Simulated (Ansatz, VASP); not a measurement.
## InAs in VASP and in Ansatz

```xyz
2
Lattice="0.0000 3.0932 3.0932 3.0932 0.0000 3.0932 3.0932 3.0932 0.0000" Properties=species:S:1:pos:R:3 pbc="T T T"
In    0.0000    0.0000    0.0000
As    1.5466    1.5466    1.5466
```

Alike in both runs: functional PBE; k mesh 12 × 12 × 12; occupations gaussian, width 0.1 eV; no spin polarisation.

Ansatz relaxed the structure, and its values are those at the end. VASP's run is a single point on that final structure, the one shown.

|  | VASP | Ansatz |
| --- | --- | --- |
| version | VASP 6.6.1 | Ansatz 0.2.0 |
| potentials or method | VASP PAW PBE potentials, release 64 (In_d, As) | scalar-relativistic, plane waves, PAW |
| plane-wave cutoff (eV) | 520 | 420 |
| valence electrons in the cell | 18 | 28 |

|  | VASP | Ansatz | Ansatz less VASP |
| --- | --- | --- | --- |
| gap on the k mesh at the Fermi level (eV) | none | none | - |
| pressure (GPa) | 0.0 | 0.0 | -0.05 |

A gap of «none» marks a metal or a gap that the smearing closes. The two sets of potentials don't hold the same shells in valence.

Caveats: this crystal is a semiconductor, whose small gap the functional closes, so the metal is an error of the method.
